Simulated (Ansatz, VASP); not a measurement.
# MoH4: VASP beside Ansatz

```
H Mo
1.0
    -2.09126    2.09126    2.09126
     2.09126   -2.09126    2.09126
     2.09126    2.09126   -2.09126
H Mo
4 1
Direct
  0.00000 0.00000 0.50000
  0.50000 0.00000 0.00000
  0.00000 0.50000 0.00000
  0.50000 0.50000 0.50000
  0.00000 0.00000 0.00000
```

Change from the starting cell: species swapped into the H4C type (I-43m, No. 217).

Alike in both runs: functional PBE; k mesh 12 × 12 × 12; occupations gaussian, width 0.1 eV; no spin polarisation.

Ansatz relaxed the structure, and its values are those at the end. VASP's run is a single point on that final structure, the one shown.

|  | VASP | Ansatz |
| --- | --- | --- |
| version | VASP 6.6.1 | Ansatz 0.2.0 |
| potentials or method | VASP PAW PBE potentials, release 64 (H, Mo_sv) | scalar-relativistic, plane waves, PAW |
| plane-wave cutoff (eV) | 520 | 420 |
| valence electrons in the cell | 18 | 18 |

Ansatz gave:

```
gap on the k mesh at the Fermi level (eV) : none
pressure (GPa)                            : 0.0
```

**Question.** Which values does VASP return?

**Answer.** gap on the k mesh at the Fermi level (eV): none; pressure (GPa): -0.1.

A gap of «none» marks a metal or a gap that the smearing closes.
